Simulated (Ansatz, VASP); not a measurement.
One calculation of Rh, two programs

Contents of INCAR:

```
  PREC = Accurate
  ENCUT = 520
  EDIFF = 1E-6
  ISMEAR = -1
  SIGMA = 0.1
  LREAL = F
  LASPH = T
  NELM = 100
  ALGO = Normal
  ISIF = 2
  LWAVE = F
  LCHARG = F
  GGA = PE
  NBANDS = 14
```

The input KPOINTS:

```
regular mesh
0
Gamma
  15 15 15
```

Contents of POSCAR:

```
Rh
1.0
    2.3553083665      0.0000000000      0.0000000000
    0.0000000000      2.3553083665      0.0000000000
    0.0000000000      0.0000000000      2.3553083665
Rh
1
Direct
    0.0000000000      0.0000000000      0.0000000000
```

Input for Ansatz:

```yaml
crystal:
  lattice:
    - [2.3553083665, 0.0, 0.0]
    - [0.0, 2.3553083665, 0.0]
    - [0.0, 0.0, 2.3553083665]
  atoms:
    - { symbol: Rh, position: [0.0, 0.0, 0.0] }
kpoints:
  mp_grid: { grid: [15, 15, 15] }
scf:
  occupations: { method: fermi_dirac, width: 0.1 }
hamiltonian:
  xc: pbe
  pseudopotentials: { kind: paw }
output:
  forces: true
  stress: true
  eigenvalues: true
  populations: true
  write_density: true
  write_potential: true
  elf: true
  volumetric_format: npy
```

Change from the starting cell: volume scaled by 0.8, PAW files.

Alike in both runs: task single point; functional PBE; k mesh 15 × 15 × 15; occupations fermi-dirac, width 0.1 eV; no spin polarisation.

```csv
,VASP,Ansatz
version,VASP 6.6.1,Ansatz 0.2.0
potentials or method,"VASP PAW PBE potentials, release 64 (Rh_pv)","PAW with Ansatz's default frozen-core files, scalar-relativistic"
plane-wave cutoff (eV),520,420
valence electrons in the cell,15,17
```

|  | VASP | Ansatz | Ansatz less VASP |
| --- | --- | --- | --- |
| pressure (GPa) | 71.4 | 70.9 | -0.57 |

With one functional, cell and mesh, what is left measures potentials, basis and numerics. The two sets of potentials don't hold the same shells in valence.

Caveats: the cell as given lies far from equilibrium; so large a pressure means that the cell lies far from this level's equilibrium, or that cutoff or potentials fall short (VASP).
